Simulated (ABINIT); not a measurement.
# PbS (R3m) in ABINIT: further runs

One crystal, PbS, is run at these levels: LDA, PBEsol; tasks: band structure.

All numbers are computed with ABINIT 10.8.3 (patched build); they aren't measurements. Logs are shortened: lines on timing, memory, paths and dates and some standing lists are left out, and cuts for length are marked. The log counts tension as positive stress, the text compression.

## 1. Starting point

The structure is trigonal, space group R3m (No. 160). Conventional cell: a = 4.225 Å, b = 4.225 Å, c = 10.356 Å, α = 90.00°, β = 90.00°, γ = 120.00°. Pb (site symmetry 3m) is surrounded by 6 S at 2.96 to 3.02 Å. S (site symmetry 3m) has 6 Pb at 2.96 to 3.02 Å as nearest neighbours.

The cell is a database's computed one.

## 2. Band structure, LDA

run.abi

```
# Datasets: ground state, then fixed potential
ndtset 2

# Pseudopotentials
pp_dirpath "./"
pseudos "Pb.LDA_PW-JTH.xml, S.LDA_PW-JTH.xml"

# Structure
acell 3*1.0 Angstrom
rprim
     2.1126617058     1.2197458045     3.4519162518
    -2.1126617058     1.2197458045     3.4519162518
     0.0000000000    -2.4394916091     3.4519162518
ntypat 2
znucl 82 16
natom 2
typat 1 2
xred
     0.9805657800     0.9805657800     0.9805657800
     0.4750355500     0.4750355500     0.4750355500

# Plane-wave basis
ecut 22.0
pawecutdg 44.0

# Exchange and correlation
ixc 7

# Bands and occupations
occopt 3
tsmear 0.05 eV

# SCF cycle
nstep 100

# Output
iomode 3
prtwf 0
prteig 0
prtebands 0
enunit 1
prtden1 1
prtvha1 1
prtvclmb1 1
prtpot1 1

# Dataset 1
kptopt1 1
ngkpt1 8 8 8
nshiftk1 1
shiftk1 0.0 0.0 0.0
nband1 14
tolvrs1 1.0e-9

# Dataset 2: bands along G-L-B1
iscf2 -2
getden2 1
nband2 20
nbdbuf2 4
tolwfr2 1.0e-11
kptopt2 -2
ndivsm2 6
prteig2 1
prtvol2 -3
kptbounds2
     0.0000000000     0.0000000000     0.0000000000
     0.5000000000     0.0000000000     0.0000000000
     0.5000000000     0.2499056766    -0.2499056766
```

Potentials or basis: JTH PAW LDA v2.0.

Command:

```console
abinit run.abi > log 2>&1
```

run.abo:

```text
.Version 10.8.3 of ABINIT
 DATASET    1 : space group R3 m (#160); Bravais hR (rhombohedral)
================================================================================
 Values of the parameters that define the memory need for DATASET  1.
     intxc =       0    ionmov =       0      iscf =      17    lmnmax =      18
     lnmax =       6     mgfft =      36  mpssoang =       3    mqgrid =    3001
     natom =       2  nloc_mem =       2    nspden =       1   nspinor =       1
    nsppol =       1      nsym =       6    n1xccc =       1    ntypat =       2
    occopt =       3   xclevel =       1
       mpw =        1796          nfft =       46656          nkpt =          65
 PAW method is used; the additional fine FFT grid is defined by:
   mgfftf=        48    nfftf =    110592
================================================================================
================================================================================

 DATASET    2 : space group R3 m (#160); Bravais hR (rhombohedral)
================================================================================
 Values of the parameters that define the memory need for DATASET  2.
     intxc =       0    ionmov =       0      iscf =      -2    lmnmax =      18
     lnmax =       6     mgfft =      36  mpssoang =       3    mqgrid =    3001
     natom =       2  nloc_mem =       2    nspden =       1   nspinor =       1
    nsppol =       1      nsym =       6    n1xccc =       1    ntypat =       2
    occopt =       3   xclevel =       1
       mpw =        1804          nfft =       46656          nkpt =          14
 PAW method is used; the additional fine FFT grid is defined by:
   mgfftf=        48    nfftf =    110592
================================================================================
================================================================================

--------------------------------------------------------------------------------
------------- Echo of variables that govern the present computation ------------
--------------------------------------------------------------------------------
 -outvars: echo values of preprocessed input variables --------
            acell      1.8897261259E+00  1.8897261259E+00  1.8897261259E+00 Bohr
              amu      2.07200000E+02  3.20660000E+01
             ecut      2.20000000E+01 Hartree
           enunit           1
           getden1          0
           getden2          1
             iscf1         17
             iscf2         -2
              ixc           7
           jdtset        1    2
           kptopt1          1
           kptopt2         -2
         kptrlatt        8    0    0      0    8    0      0    0    8
          kptrlen1     6.38776323E+01
          kptrlen2     3.00000000E+01
            natom           2
            nband1         14
            nband2         20
           nbdbuf1          0
           nbdbuf2          4
           ndtset           2
           ndivsm1          0
           ndivsm2          6
            ngfft          36      36      36
          ngfftdg          48      48      48
             nkpt1         65
             nkpt2         14
            nstep         100
             nsym           6
           ntypat           2
           occopt           3
        pawecutdg      4.40000000E+01 Hartree
        prtebands           0
           prteig1          0
           prteig2          1
           prtpot1          1
           prtpot2          0
         prtvclmb1          1
         prtvclmb2          0
           prtvha1          1
           prtvha2          0
           prtvol1          0
           prtvol2         -3
            prtwf           0
            rprim      2.1126617058E+00  1.2197458045E+00  3.4519162518E+00
                      -2.1126617058E+00  1.2197458045E+00  3.4519162518E+00
                       0.0000000000E+00 -2.4394916091E+00  3.4519162518E+00
           shiftk1     0.00000000E+00  0.00000000E+00  0.00000000E+00
           shiftk2     5.00000000E-01  5.00000000E-01  5.00000000E-01
          spgroup         160
           tolvrs1     1.00000000E-09
           tolvrs2     0.00000000E+00
           tolwfr1     0.00000000E+00
[... 251 lines left out ...]

================================================================================
 Non-SCF case, kpt    1 (  0.00000  0.00000  0.00000), residuals and eigenvalues=
  6.86E-12  4.68E-12  3.06E-12  1.66E-12  5.17E-12  2.59E-12  1.58E-12  3.08E-12
  5.65E-12  2.81E-12  2.25E-12  1.05E-12  3.08E-12  4.01E-12  9.83E-12  6.52E-12
  2.33E-12  2.45E-12  2.79E-12  3.77E-12
 -4.0555E-01 -4.0554E-01 -4.0554E-01 -4.0504E-01 -4.0504E-01 -2.8416E-01
 -1.9581E-02  1.3257E-01  1.3257E-01  1.3271E-01  3.9000E-01  3.9090E-01
  3.9090E-01  4.5468E-01  4.5468E-01  4.5531E-01  5.2142E-01  5.3641E-01
  5.4125E-01  5.4125E-01
 Non-SCF case, kpt    2 (  0.07143  0.00000  0.00000), residuals and eigenvalues=
  6.00E-12  9.25E-12  9.36E-12  1.37E-12  8.35E-12  1.37E-12  3.55E-12  6.18E-12
  1.48E-12  2.18E-12  5.36E-12  3.49E-12  7.98E-12  2.50E-12  7.65E-12  3.26E-12
[... 87 lines left out ...]
  7.11E-12  6.08E-12  5.82E-12  7.11E-12  3.03E-12  7.96E-12  5.47E-12  9.57E-12
  2.13E-11  7.24E-12  4.53E-06  1.11E-03
 -4.0854E-01 -4.0516E-01 -4.0492E-01 -4.0484E-01 -4.0350E-01 -2.2339E-01
 -8.9519E-02  5.3895E-02  5.7511E-02  1.7218E-01  2.8028E-01  3.7055E-01
  3.7383E-01  4.9917E-01  5.0106E-01  6.4009E-01  6.5344E-01  6.5987E-01
  7.3225E-01  7.5189E-01
 Non-SCF case, kpt   14 (  0.50000  0.24991 -0.24991), residuals and eigenvalues=
  3.52E-12  9.34E-12  4.83E-12  3.99E-12  3.80E-12  4.46E-12  2.60E-12  6.25E-12
  6.20E-12  9.66E-12  6.19E-12  2.14E-12  6.92E-12  2.23E-12  8.39E-12  5.25E-12
  3.55E-11  2.69E-10  1.09E-06  4.62E-07
 -4.0872E-01 -4.0500E-01 -4.0497E-01 -4.0494E-01 -4.0342E-01 -2.2222E-01
 -8.6535E-02  5.0120E-02  5.0163E-02  1.7240E-01  2.8338E-01  3.7507E-01
  3.7511E-01  5.0201E-01  5.0207E-01  6.4147E-01  6.5233E-01  6.7169E-01
  7.3276E-01  7.3283E-01

--- !ResultsGS
iteration_state: {dtset: 2, }
comment   : Summary of ground state results
lattice_vectors:
- [  3.9923520,   2.3049855,   6.5231763, ]
- [ -3.9923520,   2.3049855,   6.5231763, ]
- [  0.0000000,  -4.6099710,   6.5231763, ]
lattice_lengths: [   7.98772,    7.98772,    7.98772, ]
lattice_angles: [ 59.975,  59.975,  59.975, ] # degrees, (23, 13, 12)
lattice_volume:   3.6016988E+02
convergence: {deltae:  0.000E+00, res2:  0.000E+00, residm:  9.952E-12, diffor:  0.000E+00, }
etotal    :  -7.18036231E+01
entropy   :   0.00000000E+00
fermie    :   2.11689441E-01
cartesian_stress_tensor: null
pressure_GPa: null
xred      :
- [  9.8057E-01,   9.8057E-01,   9.8057E-01, Pb]
- [  4.7504E-01,   4.7504E-01,   4.7504E-01,  S]
cartesian_forces: null
force_length_stats: {min: null, max: null, mean: null, }
...

 Integrated electronic density in atomic spheres:
 ------------------------------------------------
 Atom  Sphere_radius  Integrated_density
    1        2.40264         11.31986331
    2        1.90380          3.50845348

================================================================================

 ----iterations are completed or convergence reached----

 Mean square residual over all n,k,spin=   51.456E-13; max=  99.521E-13
 reduced coordinates (array xred) for    2 atoms
       0.980565780000      0.980565780000      0.980565780000
       0.475035550000      0.475035550000      0.475035550000

 cartesian coordinates (angstrom) at end:
    1      0.00000000000000    -0.00000000009806    10.15449285582283
    2      0.00000000000000    -0.00000000004750     4.91934880568325
 length scales=  1.889726125908  1.889726125908  1.889726125908 bohr
              =  1.000000000000  1.000000000000  1.000000000000 angstroms
 Eigenvalues (   eV  ) for nkpt=  14  k points:
 kpt#   1, nband= 20, wtk=  1.00000, kpt=  0.0000  0.0000  0.0000 (reduced coord)
 -11.03556  -11.03523  -11.03523  -11.02182  -11.02182   -7.73229   -0.53284    3.60736
   3.60736    3.61123   10.61234   10.63696   10.63696   12.37236   12.37236   12.38964
  14.18856   14.59633   14.72814   14.72814
 kpt#   2, nband= 20, wtk=  1.00000, kpt=  0.0714  0.0000  0.0000 (reduced coord)
 -11.03506  -11.03420  -11.03391  -11.02241  -11.02240   -7.68880   -0.67543    3.62092
   3.62389    3.71272   10.13487   10.36001   10.36238   12.31299   12.49989   12.52358
  14.65694   15.02284   15.06340   15.07813
 kpt#   3, nband= 20, wtk=  1.00000, kpt=  0.1429  0.0000  0.0000 (reduced coord)
 -11.03454  -11.03307  -11.03284  -11.02148  -11.02140   -7.56102   -1.05417    3.66127
   3.66437    3.97889    9.22164    9.75349    9.75400   12.23478   12.81391   12.81994
  15.60381   15.90516   15.90851   16.21726
 kpt#   4, nband= 20, wtk=  1.00000, kpt=  0.2143  0.0000  0.0000 (reduced coord)
 -11.03699  -11.03646  -11.03352  -11.01494  -11.01476   -7.35804   -1.57039    3.72645
   3.72968    4.31833    8.29827    9.07998    9.08128   12.29157   13.27262   13.27298
  16.71295   17.02196   17.02266   17.65370
 kpt#   5, nband= 20, wtk=  1.00000, kpt=  0.2857  0.0000  0.0000 (reduced coord)
[... 25 lines left out ...]
   2.75079    4.70068    7.11124    8.94368    9.56165   13.53309   14.07799   16.44379
  16.66623   18.98511   19.22046   20.48525
 kpt#  12, nband= 20, wtk=  1.00000, kpt=  0.5000  0.1666 -0.1666 (reduced coord)
 -11.10325  -11.03080  -11.01672  -11.01365  -10.98455   -6.16496   -2.62749    1.80099
   2.06412    4.67841    7.40808    9.65715    9.99415   13.52705   13.67626   16.91206
  17.26252   18.44127   19.84744   20.35641
 kpt#  13, nband= 20, wtk=  1.00000, kpt=  0.5000  0.2083 -0.2083 (reduced coord)
 -11.11683  -11.02493  -11.01848  -11.01620  -10.97975   -6.07872   -2.43594    1.46656
   1.56495    4.68524    7.62681   10.08326   10.17251   13.58309   13.63443   17.41769
  17.78090   17.95608   19.92544   20.46007
 kpt#  14, nband= 20, wtk=  1.00000, kpt=  0.5000  0.2499 -0.2499 (reduced coord)
 -11.12184  -11.02061  -11.01973  -11.01901  -10.97757   -6.04702   -2.35474    1.36383
   1.36499    4.69125    7.71108   10.20628   10.20720   13.66032   13.66201   17.45529
  17.75068   18.27764   19.93929   19.94120

== END DATASET(S) ==============================================================
================================================================================

 -outvars: echo values of variables after computation  --------
            acell      1.8897261259E+00  1.8897261259E+00  1.8897261259E+00 Bohr
           etotal1    -7.1803623058E+01
            fcart1     1.6942793840E-20 -1.0031178656E-20  8.3456839812E-05
                      -1.6942793840E-20  1.0031178656E-20 -8.3456839812E-05
            rprim      2.1126617058E+00  1.2197458045E+00  3.4519162518E+00
                      -2.1126617058E+00  1.2197458045E+00  3.4519162518E+00
                       0.0000000000E+00 -2.4394916091E+00  3.4519162518E+00
           strten1     1.2481723785E-04  1.2481723796E-04  1.2363591715E-04
                       3.8202715297E-14  0.0000000000E+00  0.0000000000E+00
           xangst      2.9748051561E-17 -9.8056571565E-11  1.0154492856E+01
                       1.5290939704E-17 -4.7503561691E-11  4.9193488057E+00
             xred      9.8056578000E-01  9.8056578000E-01  9.8056578000E-01
                       4.7503555000E-01  4.7503555000E-01  4.7503555000E-01
 Calculation completed.
```

Wall time 74 s (1 thread of Arm Neoverse V1, shared host); peak memory 0.13 GiB.

Results:

| Item | Value |
| --- | --- |
| Free energy | -1953.8761 eV |
| Pressure | -3.7 GPa |
| Largest force | 0.004 eV/Å |
| Band gap on the k mesh | 0.33 eV, direct |
| Band gap along the path | 0.33 eV, direct |
| Valence electrons inside the program's atomic spheres | Pb 11.32; S 3.51 |

Forces on the atoms (eV/Å):
```
Pb   0.000  0.000  0.004
S    0.000  0.000 -0.004
```

Levels at the corners of the path, in eV from the valence-band top:
| point | band 7 | band 8 | band 9 | band 10 | band 11 | band 12 | band 13 | band 14 |
| --- | --- | --- | --- | --- | --- | --- | --- | --- |
| Γ | -6.13 | -1.99 | -1.99 | -1.99 | 5.02 | 5.04 | 5.04 | 6.78 |
| L | -8.79 | -1.60 | -1.59 | 0.00 | 0.33 | 1.94 | 1.94 | 8.52 |
| B1 | -7.95 | -4.23 | -4.23 | -0.91 | 2.11 | 4.61 | 4.61 | 8.06 |

Caveat: spin-orbit coupling is left out, which as a rule narrows the gap of such compounds by several tenths of an eV.

## 3. Band structure, PBEsol

run.abi, as its differences from that of step 2:

```diff
@@ -5,3 +5,3 @@
 pp_dirpath "./"
-pseudos "Pb.LDA_PW-JTH.xml, S.LDA_PW-JTH.xml"
+pseudos "Pb.GGA_PBE-JTH.xml, S.GGA_PBE-JTH.xml"
 
@@ -24,5 +24,6 @@
 pawecutdg 44.0
+pawxcdev 0
 
 # Exchange and correlation
-ixc 7
+ixc -116133
```

Potentials or basis: JTH PAW PBE v2.0.

Command:

```console
abinit run.abi > log 2>&1
```

run.abo:

```text
.Version 10.8.3 of ABINIT
 DATASET    1 : space group R3 m (#160); Bravais hR (rhombohedral)
================================================================================
 Values of the parameters that define the memory need for DATASET  1.
     intxc =       0    ionmov =       0      iscf =      17    lmnmax =      18
     lnmax =       6     mgfft =      36  mpssoang =       3    mqgrid =    3001
     natom =       2  nloc_mem =       2    nspden =       1   nspinor =       1
    nsppol =       1      nsym =       6    n1xccc =       1    ntypat =       2
    occopt =       3   xclevel =       2
       mpw =        1796          nfft =       46656          nkpt =          65
 PAW method is used; the additional fine FFT grid is defined by:
   mgfftf=        48    nfftf =    110592
================================================================================
================================================================================

 DATASET    2 : space group R3 m (#160); Bravais hR (rhombohedral)
[... 527 lines left out ...]
 -11.10413  -11.00549  -11.00541  -11.00145  -10.96361   -6.06020   -2.23095    1.38878
   1.38998    4.71623    7.81298   10.27207   10.27300   13.72411   13.72585   17.49170
  17.76385   18.30711   19.99752   19.99965

== END DATASET(S) ==============================================================
================================================================================

 -outvars: echo values of variables after computation  --------
            acell      1.8897261259E+00  1.8897261259E+00  1.8897261259E+00 Bohr
           etotal1    -7.1583429428E+01
            fcart1    -3.4665844763E-20 -7.7113060187E-21 -1.5368267755E-04
                       3.4665844763E-20  7.7113060187E-21  1.5368267755E-04
            rprim      2.1126617058E+00  1.2197458045E+00  3.4519162518E+00
                      -2.1126617058E+00  1.2197458045E+00  3.4519162518E+00
                       0.0000000000E+00 -2.4394916091E+00  3.4519162518E+00
           strten1     6.6544959073E-05  6.6544959189E-05  6.5504379123E-05
                       4.0512100454E-14  0.0000000000E+00  0.0000000000E+00
           xangst      2.9748051561E-17 -9.8056571565E-11  1.0154492856E+01
                       1.5290939704E-17 -4.7503561691E-11  4.9193488057E+00
             xred      9.8056578000E-01  9.8056578000E-01  9.8056578000E-01
                       4.7503555000E-01  4.7503555000E-01  4.7503555000E-01
 Calculation completed.
```

Run time: 89 s. Hardware: 1 thread of Arm Neoverse V1, shared host; peak memory 0.16 GiB.

What came out:

```
Free energy                                           : -1947.8843 eV
Pressure                                              : -1.9 GPa
Largest force                                         : 0.008 eV/Å
Band gap on the k mesh                                : 0.35 eV, direct
Band gap along the path                               : 0.35 eV, direct
Valence electrons inside the program's atomic spheres : Pb 11.31; S 3.50
```

Forces on the atoms (eV/Å):
```
Pb   0.000  0.000 -0.008
S    0.000  0.000  0.008
```

Levels at the corners of the path, in eV from the valence-band top:
| point | band 8 | band 9 | band 10 | band 11 | band 12 | band 13 |
| --- | --- | --- | --- | --- | --- | --- |
| Γ | -2.02 | -2.02 | -2.02 | 5.09 | 5.11 | 5.11 |
| L | -1.65 | -1.64 | 0.00 | 0.35 | 1.98 | 1.98 |
| B1 | -4.26 | -4.26 | -0.93 | 2.16 | 4.62 | 4.62 |

Caveat: the PAW data sets were made with another functional, which shifts forces and pressure a little; spin-orbit coupling is left out, which as a rule narrows the gap of such compounds by several tenths of an eV.
